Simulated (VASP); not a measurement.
## PtSe2: relaxation of the atoms with rev-vdW-DF2

The system is PtSe2.

```
Pt Se
1.0
     3.72400    0.00000    0.00000
    -1.86200    3.22508    0.00000
     0.00000    0.00000    4.89495
Pt Se
1 2
Direct
  0.00000 0.00000 0.00000
  0.33333 0.66667 0.25853
  0.66667 0.33333 0.74147
```

- Program: VASP 6.6.1
- Task: relaxation of the atoms
- Functional: rev-vdW-DF2
- Potentials or basis: VASP PAW PBE potentials, release 64 (Pt, Se)
- Cutoff: 520 eV
- k mesh: 10 × 10 × 8
- Occupations: gaussian, width 0.05 eV
- Spin: no spin polarisation
- Further INCAR settings: ALGO = Normal; EDIFF = 1e-06; IBRION = 2; EDIFFG = -0.005; NSW = 40

```yaml
Energy_gained_by_relaxing: 10.0 meV/atom
Ionic_steps: 3
Pressure_after_relaxing: 4.1 GPa
Largest_force_after_relaxing: 0.004 eV/Å
Band_gap_on_the_k_mesh: none (metal or under the smearing width)
```

Forces in eV/Å, atoms in the order of the input:
```
Pt   0.000  0.000  0.000
Se   0.000  0.000 -0.004
Se   0.000  0.000  0.004
```

Stress tensor (GPa, compression positive):
```
4.87 0.00 0.00
0.00 4.87 0.00
0.00 0.00 2.45
```

The path:
```
step  energy change (eV)  largest force (eV/Å)  pressure (GPa)
   1              0.0000                0.6316            7.06
   2             -0.0260                0.2270            5.16
   3             -0.0301                0.0044            4.06
```

Final structure:
```yaml
crystal:
  lattice:
    - [3.72400, 0.00000, 0.00000]
    - [-1.86200, 3.22508, 0.00000]
    - [0.00000, 0.00000, 4.89495]
  atoms:
    - { symbol: Pt, position: [0.00000, 0.00000, 0.00000] }
    - { symbol: Se, position: [0.33333, 0.66667, 0.26855] }
    - { symbol: Se, position: [0.66667, 0.33333, 0.73145] }
```

Levels at points of the mesh, in eV from the Fermi level:
```csv
k point,band 8,band 9,band 10,band 11,band 12,band 13,band 14,band 15
"(0.00, 0.00, 0.00)",-2.58,-0.90,-0.90,0.78,1.10,1.10,3.47,4.18
"(0.50, 0.00, 0.00)",-3.58,-3.27,-3.24,-2.89,0.50,2.50,5.16,6.05
"(0.00, 0.00, 0.50)",-3.02,-1.71,-1.62,-1.62,2.35,2.35,5.00,6.64
"(0.50, 0.00, 0.50)",-3.28,-3.02,-2.43,-1.15,0.60,1.57,4.82,4.82
```

It took 76 s on 2 MPI ranks on AMD EPYC 9R45 96-Core Processor (Zen 5), with other jobs on the host, peak memory 0.4 GiB a rank.

Caveat: the PAW data sets were made with another functional, which shifts forces and pressure a little. Spin-orbit coupling is left out, which matters for the levels of Pt.
